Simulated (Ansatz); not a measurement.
Predict the output of the script below (Ansatz 0.2.0 through its Python package).

`sno2_plan.py`:
```python
"""Dry run for SnO2: grids, bands and k-points."""

import ansatz

lattice = ansatz.Lattice.of(
    (1.617093, 0.933629, 4.800593),
    (-1.617093, 0.933629, 4.800593),
    (0.0, -1.867258, 4.800593),
)
sites = [
    ("Sn", (0.5, 0.5, 0.5)),
    ("O", (0.23717, 0.23717, 0.23717)),
    ("O", (0.76283, 0.76283, 0.76283)),
]
structure = ansatz.Crystal(lattice=lattice)
for symbol, position in sites:
    structure = structure.atom(symbol, position)

job = structure.calculation()
job = job.functional("PBEsol").basis(550)
job = job.kpoints(6, 6, 6)
job = job.occupations("Fixed")
session = job.session()
print("features:", ", ".join(session.active_features))
print("SCF threshold (eV):", session.dr2_threshold)
planned = session.plan(dry_run=True)
told = planned.describe()
for name in ("ecut_ev", "ecutrho_ev", "n_bands", "nominal_top_band", "n_pw_range", "fft_dense", "fft_smooth", "n_sym_ops", "cell_volume_ang3"):
    print(f"{name:18s} {told[name]}")
print("irreducible k-points and weights")
for k, weight in zip(told.kpoints_frac, told.kweights):
    print(f"  {k[0]:8.4f} {k[1]:8.4f} {k[2]:8.4f}  {weight:.5f}")
```

```console
$ python sno2_plan.py
features: AnyPaw, Paw, PbeFamilyXc, StepOccupations
SCF threshold (eV): 1e-07
ecut_ev            550.0
ecutrho_ev         2200.0
n_bands            17
nominal_top_band   13
n_pw_range         [1263, 1290]
fft_dense          [25, 25, 40]
fft_smooth         [25, 25, 40]
n_sym_ops          12
cell_volume_ang3   43.48660145390088
irreducible k-points and weights
    0.0000   0.0000   0.0000  0.00463
    0.0000   0.0000   0.1667  0.02778
    0.0000   0.0000   0.3333  0.02778
    0.0000   0.0000  -0.5000  0.01389
    0.0000   0.1667   0.1667  0.02778
    0.0000   0.1667   0.3333  0.05556
    0.0000   0.1667  -0.5000  0.05556
    0.0000   0.1667  -0.3333  0.05556
    0.0000   0.1667  -0.1667  0.02778
    0.0000   0.3333   0.3333  0.02778
    0.0000   0.3333  -0.5000  0.05556
    0.0000   0.3333  -0.3333  0.02778
    0.0000  -0.5000  -0.5000  0.01389
    0.1667   0.1667   0.1667  0.00926
    0.1667   0.1667   0.3333  0.02778
    0.1667   0.1667  -0.5000  0.02778
    0.1667   0.1667  -0.3333  0.02778
    0.1667   0.1667  -0.1667  0.02778
    0.1667   0.3333   0.3333  0.02778
    0.1667   0.3333  -0.5000  0.05556
    0.1667   0.3333  -0.3333  0.05556
    0.1667   0.3333  -0.1667  0.05556
    0.1667  -0.5000  -0.5000  0.02778
    0.1667  -0.5000  -0.3333  0.05556
    0.1667  -0.5000  -0.1667  0.02778
    0.1667  -0.3333  -0.3333  0.02778
    0.3333   0.3333   0.3333  0.00926
    0.3333   0.3333  -0.5000  0.02778
    0.3333   0.3333  -0.3333  0.02778
    0.3333  -0.5000  -0.5000  0.02778
    0.3333  -0.5000  -0.3333  0.02778
   -0.5000  -0.5000  -0.5000  0.00463
```

The structure comes from a database and needn't be a stable phase.
